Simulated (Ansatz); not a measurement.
# Hf7SiO16: the cost of one run

Method: DFT PBEsol, scalar-relativistic, plane waves, PAW, in Ansatz 0.2.0.

3 further runs of the same task are left out: 3 set aside as unsound or not needed.

## (1) The starting structure

The cell holds 24 atoms (Hf7O16Si): a = 6.691 Å, b = 7.264 Å, c = 7.264 Å, α = 90.91°, β = 116.23°, γ = 116.23°.

The coordinates of this cell stand in the input of its own run.

The host was relaxed before at PBEsol: a = 5.096 Å, b = 5.177 Å, c = 5.271 Å, α = 90.00°, β = 99.62°, γ = 90.00° (conventional cell), 11.424 Å³/atom.

Places, in fractions of the supercell: Si in place of Hf at (0.292, 0.013, 0.556). The start keeps the symmetry of the ideal site.

Earlier runs gave the host's free energy in this supercell, -133802.304 eV, its gap, 3.97 eV.

## (2) Charge 0, atoms relaxed

input.yaml

```yaml
crystal:
  lattice:
    - [-4.2172844662, 0.0, -5.1949677708]
    - [5.0956762483, 5.1770571954, -0.0019235202]
    - [5.0956762483, -5.1770571954, -0.0019235202]
  atoms:
    - { symbol: Si, position: [0.2918204177, 0.013006495, 0.555960659] }
    - { symbol: Hf, position: [0.2918204177, 0.513006495, 0.055960659] }
    - { symbol: Hf, position: [0.2081795823, 0.444039341, 0.486993505] }
    - { symbol: Hf, position: [0.2081795823, 0.944039341, 0.986993505] }
    - { symbol: Hf, position: [0.7081795823, 0.486993505, 0.944039341] }
    - { symbol: Hf, position: [0.7081795823, 0.986993505, 0.444039341] }
    - { symbol: Hf, position: [0.7918204177, 0.055960659, 0.013006495] }
    - { symbol: Hf, position: [0.7918204177, 0.555960659, 0.513006495] }
    - { symbol: O, position: [0.0200069734, 0.1044791359, 0.362662482] }
    - { symbol: O, position: [0.0200069734, 0.6044791359, 0.862662482] }
    - { symbol: O, position: [0.4799930266, 0.137337518, 0.8955208641] }
    - { symbol: O, position: [0.4799930266, 0.637337518, 0.3955208641] }
    - { symbol: O, position: [0.9799930266, 0.3955208641, 0.137337518] }
    - { symbol: O, position: [0.9799930266, 0.8955208641, 0.637337518] }
    - { symbol: O, position: [0.5200069734, 0.362662482, 0.6044791359] }
    - { symbol: O, position: [0.5200069734, 0.862662482, 0.1044791359] }
    - { symbol: O, position: [0.6591221479, 0.0338494335, 0.6965076059] }
    - { symbol: O, position: [0.6591221479, 0.5338494335, 0.1965076059] }
    - { symbol: O, position: [0.8408778521, 0.8034923941, 0.9661505665] }
    - { symbol: O, position: [0.8408778521, 0.3034923941, 0.4661505665] }
    - { symbol: O, position: [0.3408778521, 0.4661505665, 0.8034923941] }
    - { symbol: O, position: [0.3408778521, 0.9661505665, 0.3034923941] }
    - { symbol: O, position: [0.1591221479, 0.6965076059, 0.5338494335] }
    - { symbol: O, position: [0.1591221479, 0.1965076059, 0.0338494335] }
  host:
    lattice:
      - [5.0956762483, 0.0, -0.0019235202]
      - [0.0, 5.1770571954, 0.0]
      - [-0.8783917821, 0.0, 5.1968912911]
    atoms:
      - { symbol: Hf, position: [0.2771467363, 0.457045836, 0.7081795823] }
      - { symbol: Hf, position: [0.7228532637, 0.957045836, 0.7918204177] }
      - { symbol: Hf, position: [0.7228532637, 0.542954164, 0.2918204177] }
      - { symbol: Hf, position: [0.2771467363, 0.042954164, 0.2081795823] }
      - { symbol: O, position: [0.4471346445, 0.7418166539, 0.9799930266] }
      - { symbol: O, position: [0.5528653555, 0.2418166539, 0.5200069734] }
      - { symbol: O, position: [0.5528653555, 0.2581833461, 0.0200069734] }
      - { symbol: O, position: [0.4471346445, 0.7581833461, 0.4799930266] }
      - { symbol: O, position: [0.0712348915, 0.3373418277, 0.3408778521] }
      - { symbol: O, position: [0.9287651085, 0.8373418277, 0.1591221479] }
      - { symbol: O, position: [0.9287651085, 0.6626581723, 0.6591221479] }
      - { symbol: O, position: [0.0712348915, 0.1626581723, 0.8408778521] }
basis:
  ecutwfc: 420
  xc_grid: 2
kpoints:
  mp_grid: { grid: [2, 2, 2], shift: [0.5, 0.5, 0.5] }
hamiltonian:
  xc: pbesol
scf:
  occupations: { method: gaussian, width: 0.02 }
output:
  forces: true
  stress: false
  eigenvalues: true
  charged_corrections: { defect_position: [0.29182042, 0.01300649, 0.55596066] }
relax:
  adjacent_minimum: "off"
  f_tol: 0.03
  max_steps: 40
```

Started as:

```console
ansatz run input.yaml --threads 8 --pin off --max-ram 16384MiB --backend cpu --events-out ev --progress --plain --runs-dir out
```

What time and memory should one allow on 8 threads of Arm Neoverse V1, shared host?

About 52 s, with a peak of 1.2 GiB.
